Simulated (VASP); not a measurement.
Input of a VASP 6.6.1 run:

File INCAR:

```
  PREC = Accurate
  ENCUT = 580
  EDIFF = 1E-7
  ISMEAR = 0
  SIGMA = 0.1
  LREAL = F
  LASPH = T
  NELM = 80
  ALGO = Fast
  ISIF = 3
  LWAVE = F
  LCHARG = F
  GGA = PS
  IBRION = 2
  NSW = 90
  EDIFFG = -0.005
```

File KPOINTS:

```
regular mesh
0
Gamma
  18 18 18
```

POSCAR

```
Pt
1.0
   -1.5570610900      1.5570610900      1.5570610900
    1.5570610900     -1.5570610900      1.5570610900
    1.5570610900      1.5570610900     -1.5570610900
Pt
1
Direct
    0.0000000000      0.0000000000      0.0000000000
```

Potentials or basis: VASP PAW PBE potentials, release 64 (Pt).

Run with:

```sh
$ cat potpaw_PBE.64/Pt/POTCAR > POTCAR
$ mpirun -np 1 vasp_std > vasp.out
```

Task: Predict the band gap on the k mesh.

Result: None (metal or under the smearing width).

Task: Estimate the space group after relaxing (to 0.05 Å).

Result: Im-3m (No. 229).

Final structure:
```
Pt
1.0
    -1.55983    1.55983    1.55983
     1.55983   -1.55983    1.55983
     1.55983    1.55983   -1.55983
Pt
1
Direct
  0.00000 0.00000 0.00000
```

 The run has no spin-orbit coupling, so splittings on Pt are missing.
